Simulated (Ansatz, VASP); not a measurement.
# CaO in two plane-wave programs

Aim: how closely do two programs agree when they are given the same cell, functional and k mesh? The cell is a member of a volume series, scaled by 0.985 from a relaxed one, so a pressure remains.

Main program and level: Ansatz 0.2.0; plane waves, with VASP 6.6.1 beside it; single point at LDA.

## Step 1: The starting structure

Symmetry: Fm-3m, No. 225, cubic system. The conventional cell has a = 4.695 Å, b = 4.695 Å, c = 4.695 Å, α = 90.00°, β = 90.00°, γ = 90.00°. Ca has 6 O at 2.35 Å nearest. Nearest to O lie 6 Ca at 2.35 Å. Farther neighbours and most contacts between anions are not listed.

As a file:

```
Ca O
1.0
     0.00000    2.34754    2.34754
     2.34754    0.00000    2.34754
     2.34754    2.34754    0.00000
Ca O
1 1
Direct
  0.00000 0.00000 0.00000
  0.50000 0.50000 0.50000
```

## Step 2: VASP: single point, LDA, volume scaled by 0.985

A single point gives forces, pressure and levels at one fixed geometry, so differences don't come from the geometry; what else differs is listed under the comparison.

Lines of VASP's logs that name or quote its potential files are left out, and so is its time.

The input asks for a relaxation, which ended at its first step since no free force or stress exceeded the threshold; so it serves as a single point.

Input file INCAR:

```
SYSTEM = CaO
PREC = Accurate
ENCUT = 560
EDIFF = 1E-06
NELM = 100
ISMEAR = 0
SIGMA = 0.03
LREAL = .FALSE.
ALGO = Normal
GGA = CA
NBANDS = 14
LORBIT = 11
LWAVE = .FALSE.
LCHARG = .FALSE.
KPAR = 4
IBRION = 2
NSW = 30
ISIF = 4
EDIFFG = -0.01
```

Input file POSCAR:

```
CaO
1.0
    0.0000000000      2.3475362280      2.3475362280
    2.3475362280      0.0000000000      2.3475362280
    2.3475362280      2.3475362280      0.0000000000
Ca O
1 1
Direct
    0.0000000000      0.0000000000      0.0000000000
    0.5000000000      0.5000000000      0.5000000000
```

Input file KPOINTS:

```
Automatic mesh
0
Gamma
8 8 8
0 0 0
```

PAW data sets: Ca_sv and O (LDA family, release 64).

Run with:

```console
$ mpirun -np 4 vasp_std
```

Numbers of over 12 decimals in the logs are rounded to 6 here.

Output:

```text
[banner, memory and clock lines left out]
running    4 mpi-ranks, on    1 nodes
 distrk:  each k-point on    1 cores,    4 groups
 distr:  one band on    1 cores,    1 groups

 POSCAR found type information on POSCAR CaO
 POSCAR found :  2 types and       2 ions
 LDA part: xc-table for (Slater(with rela. corr.)+CA(PZ))
 , standard interpolation
 POSCAR, INCAR and KPOINTS ok, starting setup
 FFT: planning ... GRIDC
 FFT: planning ... GRID_SOFT
 FFT: planning ... GRID
 WAVECAR not read
 entering main loop
       N       E                     dE             d eps       ncg     rms          rms(c)
DAV:   1     0.134369675421E+03    0.13437E+03   -0.86697E+03   812   0.124E+03
DAV:   2    -0.100583441278E+02   -0.14443E+03   -0.13468E+03   984   0.319E+02
DAV:   3    -0.157825661337E+02   -0.57242E+01   -0.56882E+01   950   0.666E+01
DAV:   4    -0.159377991495E+02   -0.15523E+00   -0.15511E+00  1174   0.971E+00
DAV:   5    -0.159399575786E+02   -0.21584E-02   -0.21584E-02   980   0.972E-01    0.847E+00
DAV:   6    -0.143464996763E+02    0.15935E+01   -0.53940E+00   870   0.234E+01    0.360E+00
DAV:   7    -0.142527031821E+02    0.93796E-01   -0.51010E-01  1032   0.750E+00    0.176E+00
DAV:   8    -0.142195710378E+02    0.33132E-01   -0.76259E-02   958   0.287E+00    0.291E-01
DAV:   9    -0.142189845404E+02    0.58650E-03   -0.64199E-03  1024   0.584E-01    0.105E-01
DAV:  10    -0.142191342140E+02   -0.14967E-03   -0.35032E-04   952   0.225E-01    0.416E-02
DAV:  11    -0.142191083462E+02    0.25868E-04   -0.51602E-05  1122   0.837E-02    0.640E-03
DAV:  12    -0.142191079202E+02    0.42606E-06   -0.40343E-06   886   0.213E-02
   1 F= -.14219108E+02 E0= -.14219108E+02  d E =-.142191E+02
 curvature:   0.00 expect dE= 0.000E+00 dE for cont linesearch  0.000E+00
 trial: gam= 0.00000 g(F)=  0.108E-59 g(S)=  0.105E-32 ort = 0.000E+00 (trialstep = 0.100E+01)
 search vector abs. value=  0.100E-09
 reached required accuracy - stopping structural energy minimisation
```

From OUTCAR (step 2):

```text
ion  position               nearest neighbor table
   1  0.000  0.000  0.000-   2 2.35   2 2.35   2 2.35   2 2.35   2 2.35   2 2.35
   2  0.500  0.500  0.500-   1 2.35   1 2.35   1 2.35   1 2.35   1 2.35   1 2.35

  LATTYP: Found a face centered cubic cell.
 ALAT       =     4.6950724560

 Subroutine GETGRP returns: Found 48 space group operations
 (whereof 48 operations were pure point group operations)

The static configuration has the point symmetry O_h .

 Found     29 irreducible k-points:

   k-points           NKPTS =     29   k-points in BZ     NKDIM =     29   number of bands    NBANDS=     14

   dimension x,y,z NGX =    28 NGY =   28 NGZ =   28
   dimension x,y,z NGXF=    56 NGYF=   56 NGZF=   56

   ENCUT  =  560.0 eV  41.16 Ry    6.42 a.u.   6.41  6.41  6.41*2*pi/ulx,y,z

   NELECT =      16.0000    total number of electrons

 k-points in reciprocal lattice and weights: Automatic mesh
   0.00000000  0.00000000  0.00000000       0.002
   0.12500000  0.00000000  0.00000000       0.016
   0.25000000  0.00000000  0.00000000       0.016
   0.37500000  0.00000000  0.00000000       0.016
   0.50000000  0.00000000  0.00000000       0.008
   0.12500000  0.12500000  0.00000000       0.012
   0.25000000  0.12500000  0.00000000       0.047
   0.37500000  0.12500000  0.00000000       0.047
   0.50000000  0.12500000  0.00000000       0.047
[...]
-0.37500000  0.50000000  0.12500000       0.023
  -0.25000000  0.50000000  0.25000000       0.012

 average (electrostatic) potential at core
       1 -43.0647       2 -71.0050

 E-fermi :   2.6418

 k-point     1 :       0.0000    0.0000    0.0000
  band No.  band energies     occupation
    ...
      4     -15.3411      2.00000
      5     -12.9093      2.00000
      6       2.4376      2.00000
      7       2.4376      2.00000
      8       2.4376      2.00000
      9       7.5912      0.00000
     10       8.7027      0.00000
     11       8.7027      0.00000
     12       8.7027      0.00000
     13      10.3942      0.00000
    ...

 k-point     2 :       0.1250    0.0000    0.0000
  band No.  band energies     occupation
    ...
      4     -15.3512      2.00000
      5     -12.5857      2.00000
      6       1.8633      2.00000
      7       2.1913      2.00000
      8       2.1913      2.00000
      9       8.2834      0.00000
     10       8.6724      0.00000
     11       8.9985      0.00000
     12       8.9985      0.00000
     13      10.8166      0.00000
    ...

 k-point     3 :       0.2500    0.0000    0.0000
  band No.  band energies     occupation
    ...
      4     -15.3752      2.00000
      5     -11.9870      2.00000
      6       0.7738      2.00000
      7       1.6711      2.00000
      8       1.6711      2.00000
      9       8.7670      0.00000
     10       9.7759      0.00000
     11       9.7780      0.00000
     12       9.7780      0.00000
     13      11.8246      0.00000
    ...

  Total        0.3234053      0.3234053      0.3234053      0.0000000     -0.0000000      0.0000000
  in kB       20.0258419     20.0258419     20.0258419      0.0000000     -0.0000000      0.0000000
  external PRESSURE =      20.0258419 kB  Pullay stress =       0.0000000 kB

  energy-cutoff  :      560.00
  volume of cell :       25.87
      direct lattice vectors                 reciprocal lattice vectors
     0.000000000  2.347536228  2.347536228    -0.212989258  0.212989258  0.212989258
     2.347536228  0.000000000  2.347536228     0.212989258 -0.212989258  0.212989258
     2.347536228  2.347536228  0.000000000     0.212989258  0.212989258 -0.212989258

 POSITION                                       TOTAL-FORCE (eV/Angst)
 -----------------------------------------------------------------------------------
      0.00000      0.00000      0.00000         0.000000      0.000000      0.000000
      2.34754      2.34754      2.34754        -0.000000     -0.000000     -0.000000
 -----------------------------------------------------------------------------------
    total drift:                                0.000000      0.000000      0.000000

  FREE ENERGIE OF THE ION-ELECTRON SYSTEM (eV)
  ---------------------------------------------------
  free  energy   TOTEN  =       -14.2191079202 eV

  energy  without entropy=      -14.2191079202  energy(sigma->0) =      -14.21910792

 reached required accuracy - stopping structural energy minimisation

 total charge
# of ion       s       p       d       tot
------------------------------------------
    1        2.047   5.887   0.347   8.281
    2        1.539   3.456   0.000   4.995
--------------------------------------------------
tot          3.585   9.343   0.347  13.276

[... 3 further parts left out ...]
```

## Step 3: Ansatz: single point, LDA, volume scaled by 0.985

Ansatz runs on its default PAW (the set named soft_2) files.

The same cell, functional (in two slightly different forms), mesh and smearing now go to Ansatz, which takes its cutoff from its data sets.

Input file input.yaml:

```yaml
crystal:
  lattice:
    - [0.0, 2.34753623, 2.34753623]
    - [2.34753623, 0.0, 2.34753623]
    - [2.34753623, 2.34753623, 0.0]
  atoms:
    - { symbol: Ca, position: [0.0, 0.0, 0.0] }
    - { symbol: O, position: [0.5, 0.5, 0.5] }
hamiltonian:
  xc: lda
  pseudopotentials: { kind: paw }
kpoints:
  mp_grid: { grid: [8, 8, 8] }
scf:
  occupations: { method: gaussian, width: 0.03 }
  n_extra_bands: 4
output:
  forces: true
  stress: true
  eigenvalues: true
```

Run with:

```console
$ ansatz run input.yaml --threads 2 --pin off --max-ram 4608MiB --backend cpu --events-out ev --progress --plain --runs-dir out
```

Output:

```text
scf.n_extra_bands = 4 over 8 filled bands (N_el = 16.0): the run solves 12 bands
Engine: ansatz 0.2.0, aarch64-unknown-linux-gnu
Pseudopotentials: kind: paw
Pseudopotential: Ca, paw, valence charge 10, recommended cutoff 420 eV (normal), Ca.paw.azcp
Pseudopotential: O, paw, valence charge 6, recommended cutoff 420 eV (normal), O.paw.azcp
Functional definition: SPW92
  exchange = slater_x
  correlation = pw_c
Crystal: 2 atoms, lattice volume = 25.874 Å³
Basis set: ecut = 420 eV, 531 PW (Γ)
Bands: 12, of which v1, the nominal top of the filled ones, is band 8 counted from 1 (7 counted from 0)
Symmetry: 48 space group operations
Space group: Fm-3m (ITA 225), of the structure as read, at distance tolerance 3.0e-5 Å
k-points: 29 of 512
Non-local potential: Ca, projectors of the file, l = 0: 3, l = 1: 2, l = 2: 2
Non-local potential: O, projectors of the file, l = 0: 2, l = 1: 2, l = 2: 1
PAW form: soft (Blöchl's): semilocal exchange-correlation on the pseudo side does not see the compensation charge
PAW frozen core: Ca, regenerated for the run's functional, and the local potential with it (the file was generated under x = pbe(κ = 0.804, μ = 0.219515), c = pbe(β = 0.066725))
PAW frozen core: O, regenerated for the run's functional, and the local potential with it (the file was generated under x = pbe(κ = 0.804, μ = 0.219515), c = pbe(β = 0.066725))
PAW one-centre angular grid: Ca, 110 points (default); XC on 64 Gauss nodes
PAW one-centre angular grid: O, 110 points (default); XC on 64 Gauss nodes
Initial density: superposition of atomic densities (neutral atoms: chi_scale 0, normalization atom), corrected by the library's trained network
Initial wavefunctions: pseudopotential atomic-orbital guess
Functional: x = slater, c = lda
SCF iter   1: F=—  HF=-2331.658126 eV  |F-HF|=—  |Δ(HF+E_count)|=         —  Δρ=1.69e-2  dr2=7.13e-2  ethr=1.77e-3  ⟨swp⟩=7.3  Hψ=2464  notcnv=0
preconditioner: auto → none  [insulator: Δε(μ)=3.181 eV  Ē_g=18.068 eV  σ=0.030 eV  W_gap=1.00  n_scr=8 (ndim 8)  ℏωp=27.3 eV  f_vac=0.000  D(μ)=0.00/eV (n_scr^D=0)  ε∞_Penn≈3.3]
SCF iter   2: F=—  HF=-2331.650000 eV  |F-HF|=—  |Δ(HF+E_count)|=   8.13e-3  Δρ=1.47e-2  dr2=4.34e-2  ethr=4.45e-4  ⟨swp⟩=2.0  Hψ=789  notcnv=0
SCF iter   3: F=—  HF=-2331.639206 eV  |F-HF|=—  |Δ(HF+E_count)|=   1.08e-2  Δρ=2.57e-3  dr2=1.04e-3  ethr=2.71e-4  ⟨swp⟩=2.0  Hψ=551  notcnv=0
SCF iter   4: F=—  HF=-2331.638901 eV  |F-HF|=—  |Δ(HF+E_count)|=   3.05e-4  Δρ=5.19e-4  dr2=1.99e-5  ethr=6.49e-6  ⟨swp⟩=3.0  Hψ=671  notcnv=0
SCF iter   5: F=—  HF=-2331.638892 eV  |F-HF|=—  |Δ(HF+E_count)|=   9.00e-6  Δρ=1.38e-4  dr2=4.17e-6  ethr=1.25e-7  ⟨swp⟩=2.5  Hψ=567  notcnv=0
SCF iter   6: F=-2331.638891 eV  HF=-2331.638891 eV  |F-HF|=5.32e-8  |Δ(HF+E_count)|=   1.12e-6  Δρ=1.92e-5  dr2=7.55e-8  ethr=6.25e-10  ⟨swp⟩=3.0  Hψ=1334  notcnv=0
SCF 1 converged in 6 iterations: F = -2331.638891 eV  dr2 = 7.55e-8
  greatest PAW one-centre occupation: 0.996 electrons in one spin orbital (limit 2), on the Ca atom at site 0 (counted from 0), in its partial waves of l = 0
SCF converged after 6 iterations
Free energy (F): -2331.638891 eV
Harris-Foulkes:  -2331.638891 eV  (|F-HF|=5.32e-8)
Internal energy: -2331.638891 eV  (E = F + TS)
E sigma→0 (E₀):  -2331.638891 eV
Fermi energy:    9.814259 eV
--- Per-component energies (eV) ---
  E_band       = -89.878452
  E_kinetic    = 456.251041
  E_local      = -855.837225  (includes V_loc(G=0)·N_el)
  E_nonlocal   = 117.041205
  E_hartree    = 281.087195
  E_xc         = -210.379767
  E_vxc        = -266.737327  (∫ρ·V_xc dr)
  E_paw        = -963.462155  (= ΣΔE_a)
  E_vpaw       = -102.779515  (= ΣTr[D̂ρ^β])
  E_aug_tail   = 0.002481  (compensation charges beyond the density's cutoff)
  E_ewald      = -1156.721753
  E_core_change = 0.380087  (= ΣΔE_core)
  E_smearing   = -0.000000  (= −TS)
  E_closure    = -0.000000  (closes the sum)
  Σ components = -2331.638891   (vs F -2331.638891, Δ=0.00e0)
--- Forces (eV/Å), atoms counted from 1 ---
  atom   1  Ca    -0.00000000    -0.00000000    -0.00000000
  atom   2  O      0.00000000     0.00000000     0.00000000
  max |Σ_I F_I| component: 2.39e-29 eV/Å
--- Stress (GPa, compression-positive) ---
        1.065916      -0.000000      -0.000000
        0.000000       1.065916      -0.000000
        0.000000       0.000000       1.065916
  P = ⅓ Tr σ = 1.0659 GPa (10.659 kbar)
--- Band table (eV; the first three rows and the last of 29) ---
  k-point 0: bands = [... 4 lower, -7.2507, 8.0922, 8.0922, 8.0922, 13.2521, 14.3799, 14.3799, 14.3799]
  k-point 1: bands = [... 4 lower, -6.9332, 7.5221, 7.8498, 7.8498, 13.9448, 14.3461, 14.6734, 14.6734]
  k-point 2: bands = [... 4 lower, -6.3428, 6.4388, 7.3367, 7.3367, 14.4361, 15.4370, 15.4473, 15.4473]
  k-point 28: bands = [... 4 lower, -6.4530, 6.6713, 7.0266, 7.0266, 14.5035, 14.5035, 16.9724, 18.1188]
```

It took 0.47 s on 2 threads of Arm Neoverse V1, shared host; peak memory 0.25 GiB.

The column dr2 measures how far the density is from self-consistency, as an energy; F and HF (Harris–Foulkes) agree once it is small.

The run ends at a pressure of 1.07 GPa.

## Step 4: Differences

Known differences besides the potentials themselves: the two LDA forms differ slightly; the cutoff is 420 eV in Ansatz and 560 eV in VASP; VASP's log shows a relativistic correction to its local exchange, Ansatz's none. Total energies have different zeros and are not compared.

Compared:

```
                                        quantity  Ansatz   VASP  difference
                                  pressure (GPa)    1.07   2.00       -0.94
pressure without Ansatz's Pulay correction (GPa)    0.42   2.00       -1.58
                          gap on the k mesh (eV)   3.444  3.412      +0.032
```

A gap on the mesh is an upper bound, since the band edges may lie between its points. Ansatz's pressure holds a Pulay correction of 0.64 GPa; VASP's holds none.

## Step 5: Ansatz: single point, LDA, volume scaled by 1.015

A single point gives forces, pressure and levels at one fixed geometry, so differences don't come from the geometry; what else differs is listed under the comparison. The cell compared in this pair holds 26.66 Å³, against 25.87 Å³ for the pair before.

The cell is a member of a volume series, scaled by 1.015 from a relaxed one, so a pressure remains.

input.yaml, the sections that differ from step 3:

```yaml
crystal:
  lattice:
    - [0.0, 2.37113114, 2.37113114]
    - [2.37113114, 0.0, 2.37113114]
    - [2.37113114, 2.37113114, 0.0]
  atoms:
    - { symbol: Ca, position: [0.0, 0.0, 0.0] }
    - { symbol: O, position: [0.5, 0.5, 0.5] }
# hamiltonian, kpoints, scf, output: as in step 3
```

Output:

```text
[...]
Crystal: 2 atoms, lattice volume = 26.662 Å³
Basis set: ecut = 420 eV, 531 PW (Γ)
Bands: 12, of which v1, the nominal top of the filled ones, is band 8 counted from 1 (7 counted from 0)
Symmetry: 48 space group operations
[...]
k-points: 29 of 512
[...]
--- Band table (eV; the first three rows and the last of 29) ---
  k-point 0: bands = [... 4 lower, -7.5454, 7.7400, 7.7400, 7.7400, 12.6400, 13.9613, 13.9613, 13.9613]
  k-point 1: bands = [... 4 lower, -7.2693, 7.1784, 7.5102, 7.5102, 13.3325, 13.9207, 14.2441, 14.2441]
  k-point 2: bands = [... 4 lower, -6.7348, 6.1220, 7.0221, 7.0221, 13.9983, 14.8097, 14.9891, 14.9891]
  k-point 28: bands = [... 4 lower, -6.8144, 6.3693, 6.6690, 6.6690, 14.0647, 14.0647, 16.4031, 17.5603]
[key lines of the parts left out:]
SCF converged after 6 iterations
Free energy (F): -2331.634678 eV
Fermi energy:    9.472658 eV
P = ⅓ Tr σ = -2.6860 GPa (-26.860 kbar)
```

The job ended after 0.47 s (2 threads; peak memory 0.25 GiB).

The run ends at a pressure of -2.69 GPa.

## Step 6: VASP: single point, LDA, volume scaled by 1.015

The same cell, functional (in two slightly different forms), mesh and smearing now go to VASP, with its own data sets and cutoff.

The input asks for a relaxation, which ended at its first step since no free force or stress exceeded the threshold; so it serves as a single point.

INCAR is that of step 2.

Input file POSCAR:

```
CaO
1.0
    0.0000000000      2.3711311379      2.3711311379
    2.3711311379      0.0000000000      2.3711311379
    2.3711311379      2.3711311379      0.0000000000
Ca O
1 1
Direct
    0.0000000000      0.0000000000      0.0000000000
    0.5000000000      0.5000000000      0.5000000000
```

KPOINTS is that of step 2.

Run with:

```console
$ mpirun -np 4 vasp_std
```

Output:

```text
[... set-up lines as in an earlier step ...]
 entering main loop
       N       E                     dE             d eps       ncg     rms          rms(c)
DAV:   1     0.133231134824E+03    0.13323E+03   -0.87754E+03   812   0.124E+03
DAV:   2    -0.955112337008E+01   -0.14278E+03   -0.13346E+03  1040   0.319E+02
DAV:   3    -0.157471087057E+02   -0.61960E+01   -0.61418E+01   902   0.677E+01
DAV:   4    -0.159284643127E+02   -0.18136E+00   -0.18119E+00  1224   0.100E+01
[...]
DAV:  10    -0.142204104709E+02   -0.15535E-03   -0.33194E-04   948   0.223E-01    0.438E-02
DAV:  11    -0.142203814080E+02    0.29063E-04   -0.49440E-05  1126   0.837E-02    0.579E-03
DAV:  12    -0.142203811830E+02    0.22503E-06   -0.40081E-06   888   0.206E-02
   1 F= -.14220381E+02 E0= -.14220381E+02  d E =-.142204E+02
[...]
reached required accuracy - stopping structural energy minimisation
```

OUTCAR, selected parts (step 6):

```text
  Total       -0.3107220     -0.3107220     -0.3107220      0.0000000      0.0000000      0.0000000
  in kB      -18.6717842    -18.6717842    -18.6717842      0.0000000      0.0000000      0.0000000
  external PRESSURE =     -18.6717842 kB  Pullay stress =       0.0000000 kB

 POSITION                                       TOTAL-FORCE (eV/Angst)
 -----------------------------------------------------------------------------------
      0.00000      0.00000      0.00000         0.000000     -0.000000      0.000000
      2.37113      2.37113      2.37113        -0.000000      0.000000     -0.000000
 -----------------------------------------------------------------------------------
    total drift:                                0.000000      0.000000      0.000000

  FREE ENERGIE OF THE ION-ELECTRON SYSTEM (eV)
  ---------------------------------------------------
  free  energy   TOTEN  =       -14.2203811830 eV

  energy  without entropy=      -14.2203811830  energy(sigma->0) =      -14.22038118

[... 2 parts as in an earlier step ...]

[... 2 further parts left out ...]
[key lines of the parts left out:]
E-fermi :   2.4970
```

## Step 7: Comparison

Both answers:

| quantity | Ansatz | VASP | difference |
| --- | --- | --- | --- |
| pressure (GPa) | -2.69 | -1.87 | -0.82 |
| pressure without Ansatz's Pulay correction (GPa) | -3.31 | -1.87 | -1.44 |
| gap on the k mesh (eV) | 3.465 | 3.435 | +0.030 |

A gap on the mesh is an upper bound, since the band edges may lie between its points. Ansatz's pressure holds a Pulay correction of 0.62 GPa; VASP's holds none.

## Step 8: What the set-up changes

Further runs change the set-up of one program: Ansatz's method, potentials or start, or VASP's data sets, cutoff or form of LDA. The table gives Ansatz less VASP for each quantity, since a change that brings one quantity closer may part another.

| run | pressure (GPa) | gap on the k mesh (eV) |
| --- | --- | --- |
| as above | -0.82 | 0.030 |
| Ansatz's all-electron LAPW method | -0.79 | 0.025 |

(Part 1 of 2 ends here.)

[Lines on the potential files, build, host, timing and source positions are cut from VASP's logs without a mark.]

[Logs are printed without paths, hosts, clocks, repeated set-up lines and the standing remarks that a program may print on its own settings, such as how far it seeks lower states.]

[Hosts, paths, dates, database ids (printed as entryN), source tags and the programs' standing remarks are cut or masked in the printed files.]
